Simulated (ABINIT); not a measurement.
Crystal: Mo.

```
Mo
1.0
    -1.58381    1.58381    1.58381
     1.58381   -1.58381    1.58381
     1.58381    1.58381   -1.58381
Mo
1
Direct
  0.00000 0.00000 0.00000
```

Base run:

* Program: ABINIT 10.8.3 (patched build)
* Functional: revPBE
* Potentials or basis: JTH PAW PBE v2.0
* Cutoff: 408 eV
* k mesh: 12 × 12 × 12
* Occupations: fermi-dirac, width 0.05 eV
* Spin: spin-orbit coupling, no magnetisation

Its results: band gap on the k mesh none (metal or under the smearing width); pressure 0.7 GPa.

**Question.** The run is repeated on the same cell with these changes: functional from revPBE to PW91. What comes out?

**Answer.** Band gap on the k mesh none (metal or under the smearing width); pressure -1.2 GPa.

PW91 binds more tightly than revPBE, so the same cell stands under less pressure.

Caveats: the PAW data sets were made with another functional, which shifts forces and pressure a little.
